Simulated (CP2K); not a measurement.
CdO (Monteponite):

```xyz
2
Lattice="3.3227 0.0000 0.0000 1.6613 2.8775 0.0000 1.6613 0.9592 2.7130" Properties=species:S:1:pos:R:3 pbc="T T T"
Cd    0.0000    0.0000    0.0000
O     3.3227    1.9184    1.3565
```

Base run:

- Program: CP2K 2026.2
- Functional: PBEsol
- Potentials or basis: GTH_POTENTIALS Cd GTH-PBE-q12, O GTH-PBE-q6; DZVP-MOLOPT-SR-GTH basis
- Density cutoff: 8163 eV
- k mesh: 10 × 10 × 10
- Occupations: fermi-dirac, width 0.05 eV
- Spin: no spin polarisation

Its results: band gap on the k mesh none (metal or under the smearing width); pressure 2.6 GPa.

Problem. The run is repeated on the same cell with these changes: functional from PBEsol to PBE. What comes out?

Solution. Band gap on the k mesh none (metal or under the smearing width); pressure 8.4 GPa.

PBE binds less tightly than PBEsol, so the same cell stands under more pressure.

Caveats: the basis of atomic orbitals isn't converged, which shifts pressures, moduli and gaps; the potentials were made for another functional, which shifts forces and pressure (some runs).
